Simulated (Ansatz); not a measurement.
InSb (rocksalt type), DFT, r2SCAN, PAW with Ansatz's default frozen-core files, scalar-relativistic (Ansatz 0.2.0), on 1 thread of Arm Neoverse V1 (shared host).

Command: `ansatz run input.yaml --threads 1 --pin off --max-ram 2048MiB --backend cpu --events-out ev --progress --plain --runs-dir out`

```yaml
crystal:
  lattice:
    - [0.0, 2.8267051293, 2.8267051293]
    - [2.8267051293, 0.0, 2.8267051293]
    - [2.8267051293, 2.8267051293, 0.0]
  atoms:
    - { symbol: In, position: [0.0, 0.0, 0.0] }
    - { symbol: Sb, position: [0.5, 0.5, 0.5] }
kpoints:
  mp_grid: { grid: [12, 12, 12] }
scf:
  occupations: { method: fermi_dirac, width: 0.05 }
hamiltonian:
  xc: r2scan
  pseudopotentials: { kind: paw }
output:
  forces: true
  stress: true
  eigenvalues: true
  populations: true
```

(1) How large is the problem that the program sets up?

(2) About how long does it take?

## Answers

(1) 72 irreducible k-points, 1139 plane waves at Γ, 18 bands.

(2) 8.9 s of wall time for 7 SCF iterations. Times on shared machines scatter by tens of per cent.
